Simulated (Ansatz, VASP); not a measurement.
# Two plane-wave programs on IrO2 (lda)

```
Ir O
1.0
     4.43285    0.00000    0.00000
     0.00000    4.43285    0.00000
     0.00000    0.00000    3.13782
Ir O
2 4
Direct
  0.00000 0.00000 0.00000
  0.50000 0.50000 0.50000
  0.30910 0.30910 0.00000
  0.19090 0.80910 0.50000
  0.69090 0.69090 0.00000
  0.80910 0.19090 0.50000
```

Alike in both runs: task relaxation of cell and atoms; functional LDA; k mesh 8 × 8 × 12; occupations gaussian, width 0.1 eV; no spin polarisation.

|  | VASP | Ansatz |
| --- | --- | --- |
| version | VASP 6.6.1 | Ansatz 0.2.0 |
| potentials or method | VASP PAW LDA potentials, release 64 (Ir, O) | scalar-relativistic, plane waves, PAW |
| plane-wave cutoff (eV) | 600 | 420 |
| valence electrons in the cell | 42 | 58 |

```tsv
	VASP	Ansatz	Ansatz less VASP
gap on the k mesh at the Fermi level, each at its own relaxed structure (eV)	none	none	-
relaxed volume (Å³/atom)	10.39	10.27	-0.119
relaxed cell length with the largest relative difference (Å)	3.148	3.136	-0.0126
energy change over the relaxation (meV/atom)	-1	0	+1.3
```

A gap of «none» marks a metal or a gap that the smearing closes. The two sets of potentials don't hold the same shells in valence. Ansatz warned: «pseudo_functional_mismatch».

Spin-orbit coupling is left out, which matters for the levels of Ir.
